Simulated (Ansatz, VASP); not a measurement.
Given: the input of a run of VASP 6.6.1 on WC.

INCAR

```
PREC = Accurate
ENCUT = 600
EDIFF = 1E-6
ISMEAR = -1
SIGMA = 0.05
LREAL = F
LASPH = T
NELM = 100
ALGO = Normal
ISIF = 3
LWAVE = F
LCHARG = F
GGA = PS
IVDW = 13
IBRION = 2
NSW = 60
EDIFFG = -0.01
```

KPOINTS

```
Automatic mesh
0
Gamma
  10 10 10
```

Contents of POSCAR:

```
WC
1.0
    0.0000000000      2.1926840000      2.1926840000
    2.1926840000      0.0000000000      2.1926840000
    2.1926840000      2.1926840000      0.0000000000
W C
1 1
Direct
    0.0000000000      0.0000000000      0.0000000000
    0.5000000000      0.5000000000      0.5000000000
```

Potentials or basis: VASP PAW PBE potentials, release 64 (W_sv, C).

Run with:

```sh
$ cat potpaw_PBE.64/W_sv/POTCAR potpaw_PBE.64/C/POTCAR > POTCAR
$ mpirun -np 1 vasp_std > vasp.out
```

Translate it to Ansatz 0.2.0. Potentials there: Ansatz PAW.

As run (the cutoff follows the program's own potentials):

The input input.yaml:

```yaml
crystal:
  lattice:
    - [0.0, 2.192684, 2.192684]
    - [2.192684, 0.0, 2.192684]
    - [2.192684, 2.192684, 0.0]
  atoms:
    - { symbol: W, position: [0.0, 0.0, 0.0] }
    - { symbol: C, position: [0.5, 0.5, 0.5] }
hamiltonian:
  xc: pbesol
  pseudopotentials: { kind: paw }
  dispersion: d4
kpoints:
  mp_grid: { grid: [10, 10, 10] }
scf:
  occupations: { method: fermi_dirac, width: 0.05 }
output:
  forces: true
  stress: true
  eigenvalues: true
relax:
  f_tol: 0.01
  max_steps: 40
  cell: { stress_tol: 0.05 }
```

Potentials or basis: Ansatz PAW.

The run is started by

```sh
$ ansatz run input.yaml --threads 2 --pin off --max-ram 5632MiB --backend cpu --events-out ev --progress --plain --runs-dir out
```

Both were run:

|  | VASP | Ansatz | Ansatz less VASP |
| --- | --- | --- | --- |
| gap on the k mesh at the Fermi level, each at its own relaxed structure (eV) | none | none | - |
| relaxed volume (Å³/atom) | 10.18 | 10.15 | -0.030 |
| relaxed cell length with the largest relative difference (Å) | 3.065 | 3.062 | -0.0030 |
| energy change over the relaxation (meV/atom) | -16 | -18 | -2.2 |

A gap of «none» marks a metal or a gap that the smearing closes.

Caveats: the bands computed are all filled at some k points, so no gap is given (VASP); the PAW data sets were made with another functional, which shifts forces and pressure a little (VASP); the plane-wave basis is chosen anew once the cell has moved, so the energies of steps on either side of that aren't comparable (Ansatz); the pressure holds a Pulay correction of +0.3 GPa for the finite cutoff (Ansatz); pairwise dispersion overbinds metals, which lowers pressure and volume (Ansatz); the PAW data sets come from PBE, with cores solved anew for the run's functional, which leaves a small shift of forces and pressure (Ansatz). Spin-orbit coupling is left out, which matters for the levels of W.
